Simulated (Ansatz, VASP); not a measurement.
## Mo in VASP and in Ansatz

INCAR

```
SYSTEM = Mo
  PREC = Accurate
  ENCUT = 520
  EDIFF = 1E-6
  ISMEAR = -1
  SIGMA = 0.1
  LREAL = .FALSE.
  LASPH = .TRUE.
  NELM = 60
  ALGO = Normal
  ISIF = 2
  LWAVE = .FALSE.
  LCHARG = .FALSE.
  GGA = RP
  NBANDS = 13
```

The input KPOINTS:

```
Automatic mesh
0
G
  13 13 13
  0 0 0
```

The input POSCAR:

```
Mo
1.0
    2.6176149510      0.0000000000      0.0000000000
    0.0000000000      2.6176149510      0.0000000000
    0.0000000000      0.0000000000      2.6176149510
Mo
1
Direct
    0.0000000000      0.0000000000      0.0000000000
```

Input for Ansatz:

```yaml
crystal:
  lattice:
    - [2.617614951, 0.0, 0.0]
    - [0.0, 2.617614951, 0.0]
    - [0.0, 0.0, 2.617614951]
  atoms:
    - { symbol: Mo, position: [0.0, 0.0, 0.0] }
hamiltonian:
  xc: rpbe
  pseudopotentials:
    kind: paw
    azcp:
      Mo: "pseudopotentials/Mo.paw.azcp"
basis:
  ecutwfc: 420
  fft_grid_basis: typed
kpoints:
  mp_grid: { grid: [13, 13, 13], shift: [0, 0, 0] }
magnetization:
  spin_polarized: false
scf:
  occupations: { method: fermi_dirac, width: 0.1 }
  lower_state_search: "off"
output:
  stress: true
```

Alike in both runs: task single point; functional RPBE; k mesh 13 × 13 × 13; occupations fermi-dirac, width 0.1 eV; no spin polarisation.

|  | VASP | Ansatz |
| --- | --- | --- |
| version | VASP 6.6.1 | Ansatz 0.2.0 |
| potentials or method | VASP PAW PBE potentials, release 64 (Mo_sv) | plane waves (420 eV) with PAW, scalar-relativistic |
| plane-wave cutoff (eV) | 520 | 420 |
| valence electrons in the cell | 14 | 14 |

|  | VASP | Ansatz | Ansatz less VASP |
| --- | --- | --- | --- |
| pressure (GPa) | -0.5 | -0.9 | -0.41 |

Caveats: the PAW data sets were made with another functional, which shifts forces and pressure a little (VASP).
